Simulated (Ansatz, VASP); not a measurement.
SiC in VASP and in Ansatz

Contents of INCAR:

```
  PREC = Accurate
  ENCUT = 520
  EDIFF = 1E-7
  ISMEAR = 0
  SIGMA = 0.05
  LREAL = False
  LASPH = True
  NELM = 100
  ALGO = Normal
  ISIF = 2
  LWAVE = False
  LCHARG = False
  GGA = PE
  NBANDS = 11
```

Contents of KPOINTS:

```
Automatic mesh
0
Gamma
  12 12 12
```

POSCAR

```
SiC
1.0
    0.0000000000      2.2066100000      2.2392200000
    2.2066100000      0.0000000000      2.2392200000
    2.2066100000      2.2066100000      0.0000000000
Si C
1 1
Direct
    0.0000000000      0.0000000000      0.0000000000
    0.7500000000      0.7500000000      0.7500000000
```

Input for Ansatz:

```yaml
crystal:
  lattice:
    - [0.0, 2.20661, 2.23922]
    - [2.20661, 0.0, 2.23922]
    - [2.20661, 2.20661, 0.0]
  atoms:
    - { symbol: Si, position: [0.0, 0.0, 0.0] }
    - { symbol: C, position: [0.75, 0.75, 0.75] }
basis:
  ecutwfc: 420
kpoints:
  mp_grid: { grid: [12, 12, 12] }
hamiltonian:
  xc: pbe
scf:
  occupations: { method: gaussian, width: 0.05 }
output:
  forces: true
  stress: true
  eigenvalues: true
  write_density: true
  write_potential: true
  elf: true
  volumetric_format: npy
```

Change from the starting cell: strain +0.015 along x and y, +0.030 along z, atoms carried along.

Alike in both runs: task single point; functional PBE; k mesh 12 × 12 × 12; occupations gaussian, width 0.05 eV; no spin polarisation.

|  | VASP | Ansatz |
| --- | --- | --- |
| version | VASP 6.6.1 | Ansatz 0.2.0 |
| potentials or method | VASP PAW PBE potentials, release 64 (Si, C) | scalar-relativistic, plane waves, PAW |
| plane-wave cutoff (eV) | 520 | 420 |
| valence electrons in the cell | 8 | 8 |

VASP gave:

- gap on the k mesh at the Fermi level (eV): 1.33
- least direct gap on the mesh (eV): 4.47
- pressure (GPa): -7.5
- largest component of the traceless stress (GPa): 2.56

Task: What did Ansatz give for the same quantities?

Result: gap on the k mesh at the Fermi level (eV): 1.33; least direct gap on the mesh (eV): 4.48; pressure (GPa): -7.4; largest component of the traceless stress (GPa): 2.55.

A k mesh can miss the band edges.
